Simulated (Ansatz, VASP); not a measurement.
## BAs in VASP and in Ansatz

File INCAR:

```
SYSTEM = BAs
PREC = Accurate ; ENCUT = 520
EDIFF = 1E-7 ; ISMEAR = -1
SIGMA = 0.05 ; LREAL = .FALSE.
LASPH = .TRUE. ; NELM = 80
ALGO = Normal ; ISIF = 2
LWAVE = .FALSE. ; LCHARG = .FALSE.
METAGGA = R2SCAN ; LMIXTAU = .TRUE.
```

The input KPOINTS:

```
Automatic mesh
0
G
  10 10 10
  0 0 0
```

The input POSCAR:

```
BAs
1.0
    0.0000000000      2.4043183418      2.4043183418
    2.4043183418      0.0000000000      2.4043183418
    2.4043183418      2.4043183418      0.0000000000
As B
1 1
Direct
    0.7500000000      0.7500000000      0.7500000000
    0.0000000000      0.0000000000      0.0000000000
```

File input.yaml:

```yaml
crystal:
  lattice:
    - [0.0, 2.4043183418, 2.4043183418]
    - [2.4043183418, 0.0, 2.4043183418]
    - [2.4043183418, 2.4043183418, 0.0]
  atoms:
    - { symbol: As, position: [0.75, 0.75, 0.75] }
    - { symbol: B, position: [0.0, 0.0, 0.0] }
hamiltonian:
  xc: r2scan
  pseudopotentials: { kind: paw }
kpoints:
  mp_grid: { grid: [10, 10, 10] }
scf:
  occupations: { method: fermi_dirac, width: 0.05 }
output:
  forces: true
  stress: true
  eigenvalues: true
  write_density: true
  write_potential: true
  elf: true
  volumetric_format: npy
```

Change from the starting cell: volume scaled by 1.02.

Alike in both runs: task single point; functional r2SCAN; k mesh 10 × 10 × 10; occupations fermi-dirac, width 0.05 eV; no spin polarisation.

```csv
,VASP,Ansatz
version,VASP 6.6.1,Ansatz 0.2.0
potentials or method,"VASP PAW PBE potentials, release 64 (As, B)",Ansatz PAW
plane-wave cutoff (eV),520,500
valence electrons in the cell,8,18
```

Ansatz gave:

- gap on the k mesh at the Fermi level (eV): 1.39
- least direct gap on the mesh (eV): 3.42
- pressure (GPa): -2.1

Problem. Which values does VASP return?

Solution. gap on the k mesh at the Fermi level (eV): 1.39; least direct gap on the mesh (eV): 3.42; pressure (GPa): -1.9.

The two sets of potentials don't hold the same shells in valence.

Caveats: the PAW data sets were made with another functional, which shifts forces and pressure a little (VASP); the PAW data sets come from PBE, with cores solved anew for the run's functional, which leaves a small shift of forces and pressure (Ansatz). A k mesh can miss the band edges.
